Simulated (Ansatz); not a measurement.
# Polarity and tunnelling in MgB2/SiC/Mg, part 4 of 6

Both polarities of the barrier in MgB2/SiC/Mg, relaxed and compared. The lower electrode is MgB2 AlB2(0001), the upper one Mg hcp(0001); the barrier is SiC wurtzite(0001) (whole bilayers). In the first transport cell, after relaxation, the nearest pair of electrode and barrier is B–Si at 2.77 Å, along the normal, too long for a bond, at the lower face and Mg–Si at 2.92 Å, at a slant, at the upper one. A gap without bonds adds to the barrier. All share a net of side 3.07 Å, which strains the lower electrode by +0.0 %, the upper one by -3.8 % and the barrier by -0.7 %, against typed lattice constants near PBE's. The first steps treat the bulk electrodes alone.

Ansatz 0.2.0; PBE DFT, plane waves, PAW files (the session's first sound run).

So far, transmission at the Fermi level (a spin, zone mean): step 5 (the open system: T(E), polarity C face on the lower …) 0.00862.

**6. Conductance on a fine mesh, polarity C face on the lower electrode, gap between the electrodes 12.75 Å**

Level of this step: PBE DFT, plane waves, PAW files; ballistic transmission by layer matching between semi-infinite leads (Ansatz).

The conductance needs T(E) within ten thermal energies of the Fermi level, on steps under 1.5 kT, and a finer mesh (30×30), since the current can rest on few wavevectors.

input.yaml reads:

```yaml
crystal:
  lattice:
    - [3.07, 0.0, 0.0]
    - [-1.535, 2.6586979896, 0.0]
    - [0.0, 0.0, 70.6151708139]
  atoms:
    - { symbol: B, position: [0.33333333, 0.66666667, 0.0991288404] }
    - { symbol: B, position: [0.66666667, 0.33333333, 0.0991288404] }
    - { symbol: Mg, position: [0.0, 0.0, 0.1240677003] }
    - { symbol: B, position: [0.33333333, 0.66666667, 0.1490065602] }
    - { symbol: B, position: [0.66666667, 0.33333333, 0.1490065602] }
    - { symbol: Mg, position: [0.0, 0.0, 0.17394542] }
    - { symbol: B, position: [0.33333333, 0.66666667, 0.1988842799] }
    - { symbol: B, position: [0.66666667, 0.33333333, 0.1988842799] }
    - { symbol: Mg, position: [0.0, 0.0, 0.2238231397] }
    - { symbol: B, position: [0.33333333, 0.66666667, 0.2487619996] }
    - { symbol: B, position: [0.66666667, 0.33333333, 0.2487619996] }
    - { symbol: Mg, position: [0.0, 0.0, 0.2737008595] }
    - { symbol: B, position: [0.33333333, 0.66666667, 0.2986397193] }
    - { symbol: B, position: [0.66666667, 0.33333333, 0.2986397193] }
    - { symbol: Mg, position: [0.0, 0.0, 0.3235785792] }
    - { symbol: B, position: [0.33333333, 0.66666667, 0.347443111] }
    - { symbol: B, position: [0.66666667, 0.33333333, 0.3475733238] }
    - { symbol: C, position: [0.0, 0.0, 0.3803856363] }
    - { symbol: Si, position: [0.33333333, 0.66666667, 0.3866556294] }
    - { symbol: C, position: [0.33333333, 0.66666667, 0.414524249] }
    - { symbol: Si, position: [0.0, 0.0, 0.4229020753] }
    - { symbol: C, position: [0.0, 0.0, 0.4503203588] }
    - { symbol: Si, position: [0.33333333, 0.66666667, 0.4589044264] }
    - { symbol: C, position: [0.33333333, 0.66666667, 0.4863114185] }
    - { symbol: Si, position: [0.0, 0.0, 0.4953056043] }
    - { symbol: Mg, position: [0.33333333, 0.66666667, 0.5281017662] }
    - { symbol: Mg, position: [0.0, 0.0, 0.5653625293] }
    - { symbol: Mg, position: [0.33333333, 0.66666667, 0.602641266] }
    - { symbol: Mg, position: [0.0, 0.0, 0.6399200027] }
    - { symbol: Mg, position: [0.33333333, 0.66666667, 0.6771987394] }
    - { symbol: Mg, position: [0.0, 0.0, 0.7144774761] }
    - { symbol: Mg, position: [0.33333333, 0.66666667, 0.7517562128] }
    - { symbol: Mg, position: [0.0, 0.0, 0.7890349495] }
    - { symbol: Mg, position: [0.33333333, 0.66666667, 0.8263136862] }
    - { symbol: Mg, position: [0.0, 0.0, 0.8635924229] }
    - { symbol: Mg, position: [0.33333333, 0.66666667, 0.9008711596] }
kpoints:
  mp_grid: { grid: [12, 12, 1] }
scf:
  occupations: { method: fermi_dirac, width: 0.1 }
  max_iter: 150
hamiltonian:
  xc: pbe
output:
  transmission:
    kmesh: [30, 30]
    e_range: [-0.26, 0.27]
    de: 0.0375
    leads: [[6, 9], [30, 32]]
```

Launch:

```bash
> ansatz run input.yaml --threads 4 --pin off --max-ram 10240MiB --backend cpu --events-out ev --progress --plain --runs-dir out
```

Numbers of over 12 decimals in the logs are rounded to 6 here.

The program printed:

```text
[...]
Crystal: 36 atoms, lattice volume = 576.375 Å³
Basis set: ecut = 420 eV, 11179 PW (Γ)
Bands: 150, of which v1, the nominal top of the filled ones, is band 114 counted from 1 (113 counted from 0)
Symmetry: 6 space group operations
[...]
k-points: 19 of 144 (time reversal used)
[...]
SCF iter   1: F=—  HF=-36198.187882 eV  |F-HF|=—  |Δ(HF+E_count)|=         —  Δρ=1.18e-2  dr2=4.55e2  ethr=1.77e-3  ⟨swp⟩=10.3  Hψ=15829  notcnv=0  defer=220
[...]
SCF iter  10: F=-36196.890485 eV  HF=-36196.890485 eV  |F-HF|=3.64e-9  |Δ(HF+E_count)|=   4.53e-9  Δρ=4.87e-7  dr2=5.71e-9  ethr=4.39e-11  ⟨swp⟩=18.8  Hψ=12819  notcnv=0
SCF 1 converged in 10 iterations: F = -36196.890485 eV  dr2 = 5.71e-9
[...]
transmission: 489 of 4823 steps passed
transmission: 966 of 4823 steps passed
[...]
transmission: 4823 of 4823 steps passed
SCF converged after 10 iterations
Free energy (F): -36196.890485 eV
[...]
Internal energy: -36196.557526 eV  (E = F + TS)
E sigma→0 (E₀):  -36196.724006 eV
Entropy (-TS):   -0.332958 eV (-9.249 meV/atom)
Fermi energy:    5.784324 eV
[...]
--- Band table (eV; the first three rows and the last of 19) ---
  k-point 0: bands = [... 110 lower, 6.3686, 6.3686, 6.5061, 6.5061, 6.5892, 6.5892, 6.9066, 7.0916, ... 32 higher]
  k-point 1: bands = [... 110 lower, 6.0188, 6.0617, 6.0775, 6.2118, 6.2622, 6.3331, 6.5571, 6.8293, ... 32 higher]
  k-point 2: bands = [... 110 lower, 5.3250, 5.4367, 5.5155, 5.5630, 5.7634, 6.2382, 6.2666, 6.4276, ... 32 higher]
  k-point 18: bands = [... 110 lower, 5.5718, 5.6167, 5.7123, 5.7503, 5.7923, 5.8897, 6.0059, 6.0485, ... 32 higher]
--- Transmission ---
  basis      : 73 plane waves across, 53 finite elements along
  points     : 91, standing for a mesh of 30 x 30
  filling    : by the input's occupations and mesh, since the crystals that have channels conduct as metals do. If one of these is a semiconductor, that mesh has misplaced its level
[...]
filled         : 22.5 meV under the level at which it is neutral
    channels       : 7.644444e-1 a spin
    conductance    : 7.1441e14 S/m² at 300 K; may be off by some 0.0 % by where its bands' edges are placed, 5.1 % from the k-mesh, 0.0 % from the distance to neutral
    slowest decay  : 0.1059 /Å at (0.3000, 0.1667)
[...]
filled         : 26.0 meV under the level at which it is neutral
    channels       : 8.544444e-1 a spin
[...]
slowest decay  : 0.0069 /Å at (0.2333, 0.1000)
  junction   : crystal 0 to crystal 1, 15.50 to 45.81 Å
    transmission   : 6.116780e-3 a spin
    conductance    : 5.8277e12 S/m² at 300 K (4.7587e12 on every other point, 5.8681e12 on every other energy)
    error estimate : 0.7 % from the energy spacing and 0.1 % from band edges of the leads and from resonances (wavevectors taken as independent; lower de), 20.7 % from the k-mesh, 61.7 % from the steps of its leads' Hamiltonians or their offsets (lay more layers), 1.2 % from the distance to neutral
    resistance     : 1.7029e-1 Ω µm² beyond half of each lead's own
```

Run time: 2 min. Hardware: 4 threads of Arm Neoverse V2, shared host; peak memory 2.5 GiB; 7.3 min of CPU time.

Numbers from this step:

```yaml
transmission_at_the_fermi_level_a_spin_zone_mean: 0.006117
channels_of_the_lower_lead: 0.7644
channels_of_the_upper_lead: 0.8544
ballistic_conductance_of_the_lower_lead: 7.14e14 S/m²
ballistic_conductance_of_the_upper_lead: 8.31e14 S/m²
junction_conductance: 5.83e12 S/m²
error_estimates_by_source_in_the_log_s_order: 0.7, 0.1, 20.7, 61.7, 1.2 %
resistance_area_product_beyond_the_leads: 0.1703 Ω um²
```

One spin. Transmission, zone mean against energy, zero at the Fermi level:

```csv
energy (eV),"transmission, zone mean"
-0.260,0.00213
-0.223,0.00474
-0.185,0.00457
-0.147,0.00359
-0.110,0.00641
-0.072,0.00552
-0.035,0.00614
0.003,0.00612
0.040,0.00540
0.077,0.00688
0.115,0.00883
0.152,0.0111
0.190,0.0185
0.228,0.0209
0.265,0.0208
```

One spin. Table of open channels, zone mean by energy, zero at the Fermi level:

```
energy (eV)  lower lead  upper lead
     -0.260       0.764       0.768
     -0.223       0.771       0.821
     -0.185       0.758       0.834
     -0.147       0.778       0.808
     -0.110       0.758       0.888
     -0.072       0.731       0.888
     -0.035       0.731       0.908
      0.003       0.764       0.854
      0.040       0.758       0.861
      0.077       0.731       0.881
      0.115       0.731       0.881
      0.152       0.711       0.901
      0.190       0.684       0.928
      0.228       0.648       0.901
      0.265       0.654       0.914
```

Transmission over k1 and k2. At 0.0025 eV from the Fermi level.

Values, 12 rows by 16 columns, each cell a mean:
```
0.0550 0.0172 0.0018 0.0003 0.0000 0.0002 0.0007 0.0142 0.0414 0.0524 0.0205 0.0013 0.0105 0.0046 0.0034 0.0516
0.0017 0.0018 0.0002 0.0000 0.0000 0.0000 0.0000 0.0000 0.0007 0.0012 0.0014 0.0004 0.0026 0.0055 0.0019 0.0000
0.0014 0.0000 0.0000 0.0000 0.0000 0.0000 0.0000 0.0000 0.0000 0.0000 0.0000 0.0024 0.0101 0.0060 0.0036 0.0128
0.0021 0.0000 0.0000 0.0000 0.0000 0.0000 0.0000 0.0000 0.0000 0.0000 0.0000 0.0000 0.0010 0.0024 0.0000 0.0013
0.0078 0.0007 0.0000 0.0000 0.0000 0.0000 0.0002 0.0001 0.0002 0.0000 0.0000 0.0000 0.0000 0.0009 0.0047 0.0507
0.0643 0.0052 0.0003 0.0000 0.0000 0.0000 0.0003 0.0000 0.0000 0.0002 0.0000 0.0000 0.0000 0.0001 0.0043 0.0561
0.0620 0.0388 0.0012 0.0000 0.0000 0.0000 0.0000 0.0001 0.0001 0.0002 0.0001 0.0000 0.0000 0.0000 0.0001 0.0142
0.0070 0.0213 0.0011 0.0007 0.0000 0.0000 0.0000 0.0000 0.0001 0.0001 0.0000 0.0000 0.0000 0.0000 0.0000 0.0007
0.0050 0.0026 0.0004 0.0063 0.0011 0.0000 0.0000 0.0000 0.0000 0.0000 0.0000 0.0000 0.0000 0.0000 0.0000 0.0000
0.0057 0.0073 0.0052 0.0080 0.0061 0.0017 0.0005 0.0000 0.0000 0.0000 0.0000 0.0000 0.0000 0.0000 0.0000 0.0007
0.0130 0.0077 0.0014 0.0060 0.0013 0.0017 0.0129 0.0139 0.0013 0.0006 0.0000 0.0000 0.0000 0.0001 0.0019 0.0076
0.0713 0.0392 0.0007 0.0081 0.0059 0.0033 0.0298 0.0691 0.0571 0.0185 0.0014 0.0014 0.0009 0.0024 0.0039 0.0617
```
Columns: k1 (b1) from -0.5 to 0.467; rows upwards: k2 (b2) from -0.5 to 0.467.

G = 5.8e12 S/m² (1/G = 0.172 Ω µm²). The largest error estimate is 62 %, from the leads' potential steps. In the worse lead the potential repeats within 90 meV, which the program flags as too much for a lead, so G carries that doubt. By hand, Landauer's formula with T at one energy: G = (e²/h) ΣT / A = 3.874e-5 S × 0.0122 / 8.162 Å² = 5.8e12 S/m², with T summed over both spins. The printed value averages T over the Fermi window and is 1.0 times this.

**7. Relaxing the interfaces, box 40.9 Å, polarity Si face on the lower electrode**

This step: PBE DFT, plane waves, PAW files (Ansatz 0.2.0).

System of this step: MgB2/SiC/Mg. The cell holds 18 atoms: 6 Mg, 4 B, 4 Si and 4 C. Its edges and angles: a = 3.070 Å, b = 3.070 Å, c = 40.871 Å, α = 90.0°, β = 90.0°, γ = 120.0°. Vacuum lies along c.

The new interface needs a relaxation of its own, since bond lengths at the faces set the dipole and the overlap. A short slab in vacuum serves: only the barrier and the layers next to it are taken over, and later cells can add or drop layers in the barrier's middle. The dipole correction removes the field that unlike faces would set up across the vacuum.

input.yaml reads:

```yaml
crystal:
  lattice:
    - [3.07, 0.0, 0.0]
    - [-1.535, 2.6586979896, 0.0]
    - [0.0, 0.0, 40.8708885934]
  atoms:
    - { symbol: Mg, position: [0.0, 0.0, 0.1957383428] }
    - { symbol: B, position: [0.33333333, 0.66666667, 0.2389231146] }
    - { symbol: B, position: [0.66666667, 0.33333333, 0.2389231146] }
    - { symbol: Mg, position: [0.0, 0.0, 0.2821078865] }
    - { symbol: B, position: [0.33333333, 0.66666667, 0.3252926584] }
    - { symbol: B, position: [0.66666667, 0.33333333, 0.3252926584] }
    - { symbol: Si, position: [0.0, 0.0, 0.3522066805] }
    - { symbol: C, position: [0.33333333, 0.66666667, 0.3675338593] }
    - { symbol: Si, position: [0.33333333, 0.66666667, 0.4145122854] }
    - { symbol: C, position: [0.0, 0.0, 0.4298394642] }
    - { symbol: Si, position: [0.0, 0.0, 0.4768178903] }
    - { symbol: C, position: [0.33333333, 0.66666667, 0.4921450691] }
    - { symbol: Si, position: [0.33333333, 0.66666667, 0.5391234952] }
    - { symbol: C, position: [0.0, 0.0, 0.554450674] }
    - { symbol: Mg, position: [0.0, 0.0, 0.6087680641] }
    - { symbol: Mg, position: [0.66666667, 0.33333333, 0.6739325952] }
    - { symbol: Mg, position: [0.0, 0.0, 0.7390971262] }
    - { symbol: Mg, position: [0.66666667, 0.33333333, 0.8042616572] }
kpoints:
  mp_grid: { grid: [8, 8, 1] }
scf:
  occupations: { method: fermi_dirac, width: 0.1 }
  max_iter: 150
hamiltonian:
  xc: pbe
efield:
  axis: 3
  dipole_correction: true
relax:
  f_tol: 0.04
  max_steps: 90
output:
  forces: true
```

The program printed:

```text
[...]
Crystal: 18 atoms, lattice volume = 333.596 Å³
Basis set: ecut = 420 eV, 6461 PW (Γ), exchange–correlation on 48×48×576 points (8 copies of the dense FFT grid, shifted against one another)
Bands: 70, of which v1, the nominal top of the filled ones, is band 52 counted from 1 (51 counted from 0)
Symmetry: 6 space group operations
[...]
k-points: 10 of 64 (time reversal used)
[...]
SCF iter   1: F=—  HF=-15709.424858 eV  |F-HF|=—  |Δ(HF+E_count)|=         —  Δρ=8.11e-3  dr2=2.53e1  ethr=1.77e-3  p=-0.026 e·Å  D=-1.41e-2 V/Å  ΔV_dip=0.58 eV  dr2_dipole=2.88e1  V_vac-E_F(+/−)=4.13/3.56 eV  ⟨swp⟩=10.0  Hψ=3940  notcnv=0  defer=29
[...]
SCF iter   7: F=-15709.182660 eV  HF=-15709.182665 eV  |F-HF|=5.51e-6  |Δ(HF+E_count)|=   2.82e-6  Δρ=1.78e-5  dr2=4.73e-6  ethr=3.85e-8  p=0.018 e·Å  D=9.66e-3 V/Å  ΔV_dip=-0.39 eV  dr2_dipole=1.61e-6  V_vac-E_F(+/−)=3.68/4.07 eV  ⟨swp⟩=4.8  Hψ=2050  notcnv=0
[...]
SCF 1 converged in 7 iterations: F = -15709.182660 eV  dr2 = 4.73e-6
[...]
relax step   1: F+E_penalty+E_count = -15709.18265986 eV  Δ(F+E_penalty+E_count) = +0.000e0 eV  max|allowed force component| = 5.560e0 eV/Å  Δτ_max = 0.0000 Å  (7 SCF iters, dr2 threshold 4.00e-5 eV, accepted)
[...]
SCF iter   1: F=—  HF=-15710.990748 eV  |F-HF|=—  |Δ(HF+E_count)|=         —  Δρ=1.51e-2  dr2=3.79e0  ethr=3.10e-3  p=0.018 e·Å  D=9.66e-3 V/Å  ΔV_dip=-0.39 eV  dr2_dipole=6.38e-1  V_vac-E_F(+/−)=3.68/4.07 eV  ⟨swp⟩=6.1  Hψ=2215  notcnv=0  defer=47
[...]
SCF iter   6: F=-15710.660398 eV  HF=-15710.660466 eV  |F-HF|=6.74e-5  |Δ(HF+E_count)|=   2.77e-5  Δρ=5.44e-5  dr2=6.89e-5  ethr=9.62e-8  p=0.017 e·Å  D=8.99e-3 V/Å  ΔV_dip=-0.37 eV  dr2_dipole=9.01e-6  V_vac-E_F(+/−)=3.68/4.05 eV  ⟨swp⟩=4.0  Hψ=2521  notcnv=0
[...]
SCF 2 converged in 6 iterations: F = -15710.660398 eV  dr2 = 6.89e-5
[...]
relax step   2: F+E_penalty+E_count = -15710.66039817 eV  Δ(F+E_penalty+E_count) = -1.478e0 eV  max|allowed force component| = 3.424e0 eV/Å  Δτ_max = 0.1963 Å  (6 SCF iters, dr2 threshold 1.00e-4 eV, accepted)
[...]
SCF iter   5: F=-15711.478099 eV  HF=-15711.478163 eV  |F-HF|=6.37e-5  |Δ(HF+E_count)|=   7.99e-6  Δρ=6.45e-5  dr2=5.82e-5  ethr=9.62e-8  p=0.016 e·Å  D=8.68e-3 V/Å  ΔV_dip=-0.35 eV  dr2_dipole=1.52e-5  V_vac-E_F(+/−)=3.69/4.05 eV  ⟨swp⟩=4.0  Hψ=2730  notcnv=0
[...]
SCF 3 converged in 5 iterations: F = -15711.478099 eV  dr2 = 5.82e-5
relax step   3: F+E_penalty+E_count = -15711.47809945 eV  Δ(F+E_penalty+E_count) = -8.177e-1 eV  max|allowed force component| = 1.875e0 eV/Å  Δτ_max = 0.1949 Å  (5 SCF iters, dr2 threshold 1.00e-4 eV, accepted)
[...]
relax step   4: F+E_penalty+E_count = -15711.97678118 eV  Δ(F+E_penalty+E_count) = -4.987e-1 eV  max|allowed force component| = 1.383e0 eV/Å  Δτ_max = 0.2000 Å  (6 SCF iters, dr2 threshold 1.00e-4 eV, accepted)
[...]
relax step   5: F+E_penalty+E_count = -15712.32694529 eV  Δ(F+E_penalty+E_count) = -3.502e-1 eV  max|allowed force component| = 7.390e-1 eV/Å  Δτ_max = 0.2000 Å  (5 SCF iters, dr2 threshold 1.00e-4 eV, accepted)
[...]
relax step   6: F+E_penalty+E_count = -15712.43677038 eV  Δ(F+E_penalty+E_count) = -1.098e-1 eV  max|allowed force component| = 2.790e-1 eV/Å  Δτ_max = 0.2000 Å  (6 SCF iters, dr2 threshold 1.00e-4 eV, accepted)
[...]
relax step   7: F+E_penalty+E_count = -15712.44407212 eV  Δ(F+E_penalty+E_count) = -7.302e-3 eV  max|allowed force component| = 3.290e-2 eV/Å  Δτ_max = 0.0467 Å  (6 SCF iters, dr2 threshold 1.11e-5 eV, accepted)
[...]
SCF iter   4: F=-15712.444075 eV  HF=-15712.444075 eV  |F-HF|=8.79e-9  |Δ(HF+E_count)|=   8.97e-9  Δρ=1.19e-6  dr2=1.68e-8  ethr=9.62e-11  p=0.016 e·Å  D=8.72e-3 V/Å  ΔV_dip=-0.36 eV  dr2_dipole=4.29e-10  V_vac-E_F(+/−)=3.70/4.05 eV  ⟨swp⟩=5.0  Hψ=2191  notcnv=0
[...]
SCF 8 converged in 4 iterations: F = -15712.444075 eV  dr2 = 1.68e-8
relax step   8: F+E_penalty+E_count = -15712.44407450 eV  Δ(F+E_penalty+E_count) = -2.385e-6 eV  max|allowed force component| = 3.362e-2 eV/Å  Δτ_max = 0.0000 Å  (4 SCF iters, accepted)
SCF converged after 4 iterations
Free energy (F): -15712.444075 eV
[...]
Internal energy: -15712.297710 eV  (E = F + TS)
E sigma→0 (E₀):  -15712.370892 eV
Entropy (-TS):   -0.146364 eV (-8.131 meV/atom)
Fermi energy:    4.447600 eV
Dipole field:    D = 0.008746 V/Å  (p = 0.016124 e·Å, saw-weighted, corrected)
Work function:   Φ+ = 3.6962 eV   Φ− = 4.0532 eV
[...]
--- Forces (eV/Å), atoms counted from 1 ---
  atom   1  Mg    -0.00000000    -0.00000000    -0.01017043
  atom   2  B      0.00000000    -0.00000000    -0.01711344
  atom   3  B      0.00000000     0.00000000     0.01028202
  atom   4  Mg     0.00000000    -0.00000000    -0.00029075
  atom   5  B      0.00000000    -0.00000000    -0.00009353
  atom   6  B      0.00000000     0.00000000     0.01681233
  atom   7  Si     0.00000000    -0.00000000    -0.02400006
  atom   8  C      0.00000000     0.00000000    -0.01605945
  atom   9  Si     0.00000000     0.00000000     0.02532932
  atom  10  C      0.00000000    -0.00000000    -0.00119795
  atom  11  Si     0.00000000    -0.00000000     0.01874300
  atom  12  C      0.00000000     0.00000000    -0.03361792
  atom  13  Si     0.00000000     0.00000000     0.03113136
  atom  14  C      0.00000000    -0.00000000    -0.00032857
  atom  15  Mg     0.00000000    -0.00000000    -0.00366812
  atom  16  Mg     0.00000000     0.00000000     0.00665638
  atom  17  Mg    -0.00000000     0.00000000     0.01000804
  atom  18  Mg     0.00000000     0.00000000    -0.01233819
  max |Σ_I F_I| component: 8.40e-5 eV/Å
--- Relaxed structure (8 steps of the walk, 8 accepted, 0 SCFs on fresh bases) ---
  F+E_penalty+E_count = -15712.44407450 eV   max|allowed force component| = 3.362e-2 eV/Å
  atoms:
    - { symbol: Mg, position: [-3.833174999406156e-17, -2.878355990534833e-17, 0.183714] }
    - { symbol: B, position: [0.333333, 0.666667, 0.224915] }
    - { symbol: B, position: [0.666667, 0.333333, 0.224534] }
    - { symbol: Mg, position: [-4.14731514575662e-17, -2.878355990534833e-17, 0.267958] }
    - { symbol: B, position: [0.333333, 0.666667, 0.310631] }
    - { symbol: B, position: [0.666667, 0.333333, 0.310984] }
    - { symbol: Si, position: [-8.225822964771605e-18, -2.878355990534833e-17, 0.360551] }
    - { symbol: C, position: [0.333333, 0.666667, 0.377152] }
    - { symbol: Si, position: [0.333333, 0.666667, 0.424157] }
    - { symbol: C, position: [-6.827254719571081e-18, -2.878355990534833e-17, 0.439130] }
    - { symbol: Si, position: [-6.611583867423934e-18, -2.878355990534833e-17, 0.486255] }
    - { symbol: C, position: [0.333333, 0.666667, 0.501091] }
    - { symbol: Si, position: [0.333333, 0.666667, 0.548578] }
    - { symbol: C, position: [-9.181668842569071e-18, -2.878355990534833e-17, 0.562149] }
    - { symbol: Mg, position: [-1.1742942271132758e-17, -2.878355990534833e-17, 0.614733] }
    - { symbol: Mg, position: [0.666667, 0.333333, 0.677198] }
[...]
- { symbol: Mg, position: [0.666667, 0.333333, 0.805351] }
```

The job ended after 28 s (4 threads; peak memory 0.85 GiB).

Relaxation path:

| step | energy less that of the first step (eV) | largest force component (eV/Å) |
| --- | --- | --- |
| 1 | 0.0000 | 5.5603 |
| 2 | -1.4777 | 3.4236 |
| 3 | -2.2954 | 1.8754 |
| 4 | -2.7941 | 1.3834 |
| 5 | -3.1443 | 0.7390 |
| 6 | -3.2541 | 0.2790 |
| 7 | -3.2614 | 0.0329 |
| 8 | -3.2614 | 0.0336 |

The run keeps the 6 symmetry operations that it works with, so distortions that break them were not tested.

The atoms that moved most (Å):

| atom | dx | dy | dz | length |
| --- | --- | --- | --- | --- |
| B5 | 0.000 | 0.000 | -0.599 | 0.599 |
| B3 | 0.000 | 0.000 | -0.588 | 0.588 |
| B6 | 0.000 | 0.000 | -0.585 | 0.585 |
| Mg4 | 0.000 | 0.000 | -0.578 | 0.578 |
| B2 | 0.000 | 0.000 | -0.573 | 0.573 |
| Mg1 | 0.000 | 0.000 | -0.491 | 0.491 |
| Si9 | 0.000 | 0.000 | 0.394 | 0.394 |
| C8 | 0.000 | 0.000 | 0.393 | 0.393 |

Numbers from this step:

```yaml
free_energy: -15712.4441 eV
fermi_energy: 4.448 eV
```

The largest force component on a free atom ends at 0.034 eV/Å. At one or more of this run's solves the program warned of density in the dipole ramp over its bound, where dipole, forces and levels can be off.

(Part 4 of 6 ends here.)

[Logs are printed without paths, hosts, clocks, repeated set-up lines and the standing remarks that a program may print on its own settings, such as how far it seeks lower states.]

[Hosts, paths, dates, database ids (printed as entryN), source tags and the programs' standing remarks are cut or masked in the printed files.]
